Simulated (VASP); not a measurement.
# Ca (Fm-3m) in VASP: further runs, part 3 of 3

VASP 6.6.1.

**4. Phonon dispersion, PBEsol**

This run uses another cell than the first one: it holds 27 atoms, not 1.

Input file INCAR:

```
ALGO = Normal ; EDIFF = 1E-7
ENCUT = 520 ; GGA = PS
IBRION = 6 ; ISIF = 2
ISMEAR = 1 ; LASPH = T
LCHARG = F ; LPHON_DISPERSION = T
LREAL = Auto ; LWAVE = F
NELM = 80 ; NFREE = 2
NSW = 1 ; PHON_NWRITE = -3
POTIM = 0.015 ; PREC = Accurate
SIGMA = 0.1
```

Input file KPOINTS:

```
k-points
0
Gamma
  3 3 3
```

Input file POSCAR:

```
Ca
1.0
    0.0000000000      8.3826000000      8.3826000000
    8.3826000000      0.0000000000      8.3826000000
    8.3826000000      8.3826000000      0.0000000000
Ca
27
Direct
    0.0000000000      0.0000000000      0.0000000000
    0.0000000000      0.0000000000      0.3333333333
    0.0000000000      0.0000000000      0.6666666667
    0.0000000000      0.3333333333      0.0000000000
    0.0000000000      0.3333333333      0.3333333333
    0.0000000000      0.3333333333      0.6666666667
    0.0000000000      0.6666666667      0.0000000000
    0.0000000000      0.6666666667      0.3333333333
    0.0000000000      0.6666666667      0.6666666667
    0.3333333333      0.0000000000      0.0000000000
    0.3333333333      0.0000000000      0.3333333333
    0.3333333333      0.0000000000      0.6666666667
    0.3333333333      0.3333333333      0.0000000000
    0.3333333333      0.3333333333      0.3333333333
    0.3333333333      0.3333333333      0.6666666667
    0.3333333333      0.6666666667      0.0000000000
    0.3333333333      0.6666666667      0.3333333333
    0.3333333333      0.6666666667      0.6666666667
    0.6666666667      0.0000000000      0.0000000000
    0.6666666667      0.0000000000      0.3333333333
    0.6666666667      0.0000000000      0.6666666667
    0.6666666667      0.3333333333      0.0000000000
    0.6666666667      0.3333333333      0.3333333333
    0.6666666667      0.3333333333      0.6666666667
    0.6666666667      0.6666666667      0.0000000000
    0.6666666667      0.6666666667      0.3333333333
    0.6666666667      0.6666666667      0.6666666667
```

Input file QPOINTS:

```
path GXWKGLUWLK,UX
8
line-mode
reciprocal
 0.0000000000  0.0000000000  0.0000000000  G
 0.5000000000  0.0000000000  0.5000000000  X

 0.5000000000  0.0000000000  0.5000000000  X
 0.5000000000  0.2500000000  0.7500000000  W

 0.5000000000  0.2500000000  0.7500000000  W
 0.3750000000  0.3750000000  0.7500000000  K

 0.3750000000  0.3750000000  0.7500000000  K
 0.0000000000  0.0000000000  0.0000000000  G

 0.0000000000  0.0000000000  0.0000000000  G
 0.5000000000  0.5000000000  0.5000000000  L

 0.5000000000  0.5000000000  0.5000000000  L
 0.6250000000  0.2500000000  0.6250000000  U

 0.6250000000  0.2500000000  0.6250000000  U
 0.5000000000  0.2500000000  0.7500000000  W

 0.5000000000  0.2500000000  0.7500000000  W
 0.5000000000  0.5000000000  0.5000000000  L

 0.5000000000  0.5000000000  0.5000000000  L
 0.3750000000  0.3750000000  0.7500000000  K

 0.6250000000  0.2500000000  0.6250000000  U
 0.5000000000  0.0000000000  0.5000000000  X
```

Potentials or basis: VASP PAW PBE potentials, release 64 (Ca_sv).

The run is started by

```console
$ cat potpaw_PBE.64/Ca_sv/POTCAR > POTCAR
$ mpirun -np 4 vasp_std > vasp.out
```

OUTCAR:

```text
EDIFF = 1E-7
   ENCUT = 520
   GGA = PS
   IBRION = 6
   ISIF = 2
   ISMEAR = 1
   LASPH = T
   LREAL = Auto
   NELM = 80
   NFREE = 2
   NSW = 1
   POTIM = 0.015
   PREC = Accurate

 ion  position               nearest neighbor table
   1  0.000  0.000  0.000-
   2  0.000  0.000  0.333-
   3  0.000  0.000  0.667-
   4  0.000  0.333  0.000-
   5  0.000  0.333  0.333-
   6  0.000  0.333  0.667-
[... 27 lines left out ...]
 A1 = (   0.0000000000,   8.3826000000,   8.3826000000)
 A2 = (   8.3826000000,   0.0000000000,   8.3826000000)
 A3 = (   8.3826000000,   8.3826000000,   0.0000000000)

Analysis of symmetry for initial positions (statically):
=====================================================================
 Subroutine PRICEL returns following result:

  LATTYP: Found a face centered cubic cell.
 ALAT       =     5.5883999994

  Lattice vectors:

 A1 = (   0.0000000000,   2.7941999997,   2.7941999997)
 A2 = (   2.7941999997,   0.0000000000,   2.7941999997)
 A3 = (   2.7941999997,   2.7941999997,   0.0000000000)

  27 primitive cells build up your supercell.

 Routine SETGRP: Setting up the symmetry group for a
 face centered cubic supercell.

 Subroutine GETGRP returns: Found 48 space group operations
 (whereof 48 operations were pure point group operations)
 out of a pool of 48 trial point group operations.

The static configuration has the point symmetry O_h .

Analysis of symmetry for dynamics (positions and initial velocities):
=====================================================================
 Subroutine PRICEL returns following result:

  LATTYP: Found a face centered cubic cell.
 ALAT       =     5.5883999994

  Lattice vectors:

 A1 = (   0.0000000000,   2.7941999997,   2.7941999997)
 A2 = (   2.7941999997,   0.0000000000,   2.7941999997)
 A3 = (   2.7941999997,   2.7941999997,   0.0000000000)

  27 primitive cells build up your supercell.

 Routine SETGRP: Setting up the symmetry group for a
 face centered cubic supercell.

 Subroutine GETGRP returns: Found 48 space group operations
 (whereof 48 operations were pure point group operations)
 out of a pool of 48 trial point group operations.

The dynamic configuration has the point symmetry O_h .

 Subroutine INISYM returns: Found 48 space group operations
 (whereof 48 operations are pure point group operations),
 and found    27 'primitive' translations

----------------------------------------------------------------------------------------

[... 95 lines left out ...]
   LHFCALC =     F    Hartree Fock is set to
   AEXX    =    0.0000 exact exchange contribution
   IVDW    =     0    specifies the selected vdW correction
   LEPSILON=     F    determine dielectric tensor
   LRPA    =     F    only Hartree local field effects (RPA)
 finite differences with symmetry
 non-spin polarized calculation
 Methfessel and Paxton  Order N= 1 SIGMA  =   0.10
  energy-cutoff  :      520.00
  volume of cell :     1178.06
 maximum number of plane-waves:     31775
 NGX is ok and might be reduce to    90

--------------------------------------- Ionic step        1  -------------------------------------------

 number of electron     269.9999928 magnetization

 Free energy of the ion-electron system (eV)
  ---------------------------------------------------
  ext. energy  EPLUGINS =         0.00000000
  ---------------------------------------------------
  free energy    TOTEN  =       -57.23705623 eV

  energy without entropy =      -57.21451920  energy(sigma->0) =      -57.22954389

------------------------ aborting loop because EDIFF is reached ----------------------------------------

  FORCE on cell =-STRESS in cart. coord.  units (eV):
  Direction    XX          YY          ZZ          XY          YZ          ZX
  --------------------------------------------------------------------------------------
  -------------------------------------------------------------------------------------
  Total       -8.0799887     -8.0799887     -8.0799887      0.0000000     -0.0000000      0.0000000
  in kB      -10.9889225    -10.9889225    -10.9889225      0.0000000     -0.0000000      0.0000000
  external PRESSURE =     -10.9889225 kB  Pullay stress =       0.0000000 kB
[... 109 lines left out ...]
--------------------------------------- Ionic step        3  -------------------------------------------

 number of electron     269.9999929 magnetization

 Free energy of the ion-electron system (eV)
  ---------------------------------------------------
  ext. energy  EPLUGINS =         0.00000000
  ---------------------------------------------------
  free energy    TOTEN  =       -57.23685876 eV

  energy without entropy =      -57.21432149  energy(sigma->0) =      -57.22934634

 E-fermi :   1.7478     XC(G=0):  -7.7066

 val. band max:        1.7323034879   @ k =   0.3333   0.3333   0.0000
 cond. band min:       1.7751094807   @ k =  -0.3333   0.3333   0.0000
 fundamental gap:      0.0428059928
 Fermi energy:         1.7478115316

 k-point     1 :       0.0000    0.0000    0.0000
  band No.  band energies     occupation
      1     -40.1680      2.00000
      2     -40.1600      2.00000
      3     -40.1600      2.00000
      4     -40.1596      2.00000
      5     -40.1591      2.00000
      6     -40.1590      2.00000
[... 889 lines left out ...]
    146       2.3349     -0.00000
    147       2.3854     -0.00000
 [bands above 147 left out]

------------------------ aborting loop because EDIFF is reached ----------------------------------------

  FORCE on cell =-STRESS in cart. coord.  units (eV):
  Direction    XX          YY          ZZ          XY          YZ          ZX
  --------------------------------------------------------------------------------------
  -------------------------------------------------------------------------------------
  Total       -8.0812340     -8.0813256     -8.0813256     -0.0000000      0.0000000      0.0000000
  in kB      -10.9906161    -10.9907408    -10.9907408     -0.0000000      0.0000000      0.0000000
  external PRESSURE =     -10.9906992 kB  Pullay stress =       0.0000000 kB
[... 42 lines left out ...]
  FREE ENERGIE OF THE ION-ELECTRON SYSTEM (eV)
  ---------------------------------------------------
  free  energy   TOTEN  =       -57.2368587622 eV

  energy  without entropy=      -57.2143214944  energy(sigma->0) =      -57.22934634

 INTERNAL STRAIN TENSORS FROM DISPLACED ATOMS
 ============================================

 INTERNAL STRAIN TENSOR FOR ION    1 for displacements in x,y,z  (eV/Angst):
          X           Y           Z          XY          YZ          ZX
  --------------------------------------------------------------------------------
  x     0.00000    -0.00000    -0.00000     0.00000     0.00000    -0.00000
  y    -0.00000     0.00000    -0.00000    -0.00000    -0.00000     0.00000
  z    -0.00000    -0.00000     0.00000     0.00000    -0.00000    -0.00000
[... 8 lines left out ...]
 INTERNAL STRAIN TENSOR FOR ION   27 for displacements in x,y,z  (eV/Angst):
          X           Y           Z          XY          YZ          ZX
  --------------------------------------------------------------------------------
  x     0.00000    -0.00000    -0.00000     0.00000     0.00000    -0.00000
  y    -0.00000     0.00000    -0.00000    -0.00000    -0.00000     0.00000
  z    -0.00000    -0.00000     0.00000     0.00000    -0.00000    -0.00000

 Eigenvectors and eigenvalues of the dynamical matrix
   1 f  =    4.096309 THz    25.737867 2PiTHz  136.638152 cm-1    16.940964 meV
   2 f  =    4.096309 THz    25.737867 2PiTHz  136.638152 cm-1    16.940964 meV
   3 f  =    4.096309 THz    25.737867 2PiTHz  136.638152 cm-1    16.940964 meV
   4 f  =    4.096309 THz    25.737867 2PiTHz  136.638152 cm-1    16.940964 meV
   5 f  =    4.096309 THz    25.737867 2PiTHz  136.638152 cm-1    16.940964 meV
   6 f  =    4.096309 THz    25.737867 2PiTHz  136.638152 cm-1    16.940964 meV
[... 22 lines left out ...]
  29 f  =    3.805122 THz    23.908285 2PiTHz  126.925198 cm-1    15.736712 meV
  30 f  =    3.805122 THz    23.908285 2PiTHz  126.925198 cm-1    15.736712 meV

 ELASTIC MODULI CONTR FROM IONIC RELAXATION (kBar)
 Direction    XX          YY          ZZ          XY          YZ          ZX
 --------------------------------------------------------------------------------
 XX           0.0000     -0.0000     -0.0000      0.0000      0.0000     -0.0000
 YY          -0.0000      0.0000     -0.0000     -0.0000     -0.0000      0.0000
 ZZ          -0.0000     -0.0000      0.0000      0.0000      0.0000      0.0000
 XY           0.0000     -0.0000      0.0000      0.0000      0.0000     -0.0000
 YZ           0.0000     -0.0000     -0.0000      0.0000      0.0000     -0.0000
 ZX          -0.0000     -0.0000      0.0000     -0.0000     -0.0000     -0.0000
 --------------------------------------------------------------------------------
[... 633 lines left out ...]
 q-point No.           q_x           q_y           q_z  q-path length
          80      0.500000      0.000000      0.500000       1.148665
  frequencies
   [THz]           3.637385      3.637385      4.743667
   [2Pi THz]      22.854367     22.854367     29.805340
   [cm-1]        121.330120    121.330120    158.231705
   [meV]          15.043011     15.043011     19.618222
```

It took 17 min on 4 MPI ranks of Intel Xeon Platinum 8559C (Emerald Rapids), shared host; peak memory 0.7 GiB.

Results:

```yaml
Highest_phonon_frequency: 158 cm⁻¹
```

Phonon frequencies in cm⁻¹ (negative: imaginary):
```csv
q point,frequencies
"(0.000, 0.000, 0.000)",0 0 0
"(0.500, 0.000, 0.500)",121 121 158
"(0.500, 0.214, 0.714)",106 133 142
"(0.411, 0.339, 0.750)",106 127 145
"(0.161, 0.161, 0.321)",50 82 98
"(0.214, 0.214, 0.214)",49 49 92
"(0.536, 0.429, 0.536)",77 84 141
"(0.607, 0.250, 0.643)",107 126 145
"(0.500, 0.250, 0.750)",105 138 138
"(0.500, 0.500, 0.500)",71 71 141
"(0.393, 0.393, 0.714)",102 125 142
"(0.536, 0.071, 0.536)",120 122 157
```

Phonon frequencies at the corners of the path (cm⁻¹, interpolated; i marks imaginary ones):
| point | frequencies |
| --- | --- |
| Γ | 0 0 0 |
| X | 121 121 158 |
| W | 105 138 138 |
| K | 107 126 145 |
| L | 71 71 141 |
| U | 107 126 145 |

Caveat: the PAW data sets were made with another functional, which shifts forces and pressure a little.

**5. Phonons, PBEsol**

This run uses another cell than the first one, of 40.65 Å³/atom, 1.071 times its volume.

Input file POSCAR:

```
Ca
1.0
    0.0000000000      2.7290596724      2.7290596724
    2.7290596724      0.0000000000      2.7290596724
    2.7290596724      2.7290596724      0.0000000000
  Ca
     1
Direct
     0.0000000000000000    0.0000000000000000    0.0000000000000000
```

Input file INCAR.step1:

```
SYSTEM = Ca
PREC     = Accurate       ! precision mode
ENCUT    = 600            ! plane-wave cutoff, eV
EDIFF    = 1E-8           ! SCF threshold, eV
ISMEAR   = 1              ! smearing method
SIGMA    = 0.2            ! smearing width, eV
LREAL    = .FALSE.        ! projectors in reciprocal space
LASPH    = .TRUE.         ! aspherical terms in the spheres
NELM     = 80             ! most SCF steps
ALGO     = Fast           ! electronic algorithm
ISIF     = 3              ! what is computed and relaxed
LWAVE    = .FALSE.        ! write WAVECAR
LCHARG   = .FALSE.        ! write CHGCAR
GGA      = PS             ! functional
KPAR     = 2            
IBRION   = 2              ! ionic algorithm
NSW      = 40             ! ionic steps
EDIFFG   = -0.002         ! ionic threshold
```

Input file INCAR.step2:

```
SYSTEM = Ca
PREC     = Accurate       ! precision mode
ENCUT    = 600            ! plane-wave cutoff, eV
EDIFF    = 1E-8           ! SCF threshold, eV
ISMEAR   = 1              ! smearing method
SIGMA    = 0.2            ! smearing width, eV
LREAL    = .FALSE.        ! projectors in reciprocal space
LASPH    = .TRUE.         ! aspherical terms in the spheres
NELM     = 80             ! most SCF steps
ALGO     = Fast           ! electronic algorithm
ISIF     = 2              ! what is computed and relaxed
LWAVE    = .FALSE.        ! write WAVECAR
LCHARG   = .FALSE.        ! write CHGCAR
GGA      = PS             ! functional
KPAR     = 2            
IBRION   = 6              ! ionic algorithm
NFREE    = 2            
POTIM    = 0.015          ! step
NSW      = 1              ! ionic steps
```

Input file KPOINTS:

```
regular mesh
0
G
  22 22 22
  0 0 0
```

Potentials or basis: VASP PAW PBE potentials, release 64 (Ca_sv).

The run is started by

```console
$ cat potpaw_PBE.64/Ca_sv/POTCAR > POTCAR
$ cp INCAR.step1 INCAR
$ mpirun -np 2 vasp_std > vasp.out
$ cp CONTCAR POSCAR
$ cp INCAR.step2 INCAR
$ mpirun -np 2 vasp_std > vasp.out
```

OUTCAR:

```text
SYSTEM = Ca
   PREC = Accurate
   ENCUT = 600
   EDIFF = 1E-8
   ISMEAR = 1
   LREAL = .FALSE.
   LASPH = .TRUE.
   NELM = 80
   ISIF = 2
   GGA = PS
   IBRION = 6
   NFREE = 2
   POTIM = 0.015
   NSW = 1

 ion  position               nearest neighbor table
   1  0.000  0.000  0.000-

  LATTYP: Found a face centered cubic cell.
 ALAT       =     5.4572047920

  Lattice vectors:
[... 585 lines left out ...]
  free  energy   TOTEN  =        -2.1117541807 eV

  energy  without entropy=       -2.1087734142  energy(sigma->0) =       -2.11076059

 INTERNAL STRAIN TENSORS FROM DISPLACED ATOMS
 ============================================

 INTERNAL STRAIN TENSOR FOR ION    1 for displacements in x,y,z  (eV/Angst):
          X           Y           Z          XY          YZ          ZX
  --------------------------------------------------------------------------------
  x     0.00000     0.00000     0.00000     0.00000     0.00000     0.00000
  y     0.00000     0.00000     0.00000     0.00000     0.00000     0.00000
  z     0.00000     0.00000     0.00000     0.00000     0.00000     0.00000

 Eigenvectors and eigenvalues of the dynamical matrix
 ----------------------------------------------------

   1 f/i=    0.000000 THz     0.000000 2PiTHz    0.000000 cm-1     0.000000 meV
             X         Y         Z           dx          dy          dz
      0.000000  0.000000  0.000000     0.999541   -0.030289    0.000000

   2 f/i=    0.000000 THz     0.000000 2PiTHz    0.000000 cm-1     0.000000 meV
             X         Y         Z           dx          dy          dz
      0.000000  0.000000  0.000000    -0.030289   -0.999541    0.000000

   3 f/i=    0.000000 THz     0.000000 2PiTHz    0.000000 cm-1     0.000000 meV
             X         Y         Z           dx          dy          dz
      0.000000  0.000000  0.000000     0.000000    0.000000    1.000000

 ELASTIC MODULI CONTR FROM IONIC RELAXATION (kBar)
 Direction    XX          YY          ZZ          XY          YZ          ZX
 --------------------------------------------------------------------------------
 XX           0.0000      0.0000      0.0000      0.0000      0.0000      0.0000
 YY           0.0000      0.0000      0.0000      0.0000      0.0000      0.0000
 ZZ           0.0000      0.0000      0.0000      0.0000      0.0000      0.0000
 XY           0.0000      0.0000      0.0000      0.0000      0.0000      0.0000
 YZ           0.0000      0.0000      0.0000      0.0000      0.0000      0.0000
 ZX           0.0000      0.0000      0.0000      0.0000      0.0000      0.0000
 --------------------------------------------------------------------------------
```

OUTCAR.step1:

```text
SYSTEM = Ca
   PREC = Accurate
   ENCUT = 600
   EDIFF = 1E-8
   ISMEAR = 1
   LREAL = .FALSE.
   LASPH = .TRUE.
[... 558 lines left out ...]
      2.72860      5.45720      2.72860         0.000000     -0.000000      0.000000
 -----------------------------------------------------------------------------------
    total drift:                               -0.000000     -0.000000      0.000000

  FREE ENERGIE OF THE ION-ELECTRON SYSTEM (eV)
  ---------------------------------------------------
  free  energy   TOTEN  =        -2.1344971549 eV

  energy  without entropy=       -2.1314380337  energy(sigma->0) =       -2.13347745

 reached required accuracy - stopping structural energy minimisation
```

OSZICAR.step1:

```text
N       E                     dE             d eps       ncg     rms          rms(c)
DAV:   1     0.682441013618E+02    0.68244E+02   -0.54932E+03  5904   0.112E+03
DAV:   2    -0.738073207610E+00   -0.68982E+02   -0.68655E+02  6072   0.240E+02
DAV:   3    -0.209075003252E+01   -0.13527E+01   -0.13412E+01  9298   0.360E+01
[... 23 lines left out ...]
RMM:   5    -0.213449591808E+01   -0.53833E-06   -0.27068E-06  7695   0.958E-03    0.413E-03
RMM:   6    -0.213449594299E+01   -0.24911E-07   -0.70347E-07  7490   0.528E-03    0.508E-03
RMM:   7    -0.213449700275E+01   -0.10598E-05   -0.75342E-07  6826   0.959E-03    0.348E-04
RMM:   8    -0.213449715117E+01   -0.14842E-06   -0.51188E-07  6860   0.366E-03    0.133E-03
RMM:   9    -0.213449715491E+01   -0.37354E-08   -0.78958E-08  5757   0.175E-03
   2 F= -.21344972E+01 E0= -.21334774E+01  d E =-.800355E-06
```

It took 4.7 min on 2 MPI ranks of Intel Xeon Platinum 8488C (Sapphire Rapids), shared host; peak memory 0.37 GiB.

What came out:

```yaml
Relaxed_volume: 40.63 Å³/atom
Relaxed_cell: a = 3.859 Å, b = 3.859 Å, c = 3.859 Å, α = 60.00°, β = 60.00°, γ = 60.00°
Space_group_after_relaxing_to_0.05_Å: Fm-3m (No. 225)
```

Final structure:
```yaml
crystal:
  lattice:
    - [0.00000, 2.72860, 2.72860]
    - [2.72860, 0.00000, 2.72860]
    - [2.72860, 2.72860, 0.00000]
  atoms:
    - { symbol: Ca, position: [0.00000, 0.00000, 0.00000] }
```

Caveat: the PAW data sets were made with another functional, which shifts forces and pressure a little.
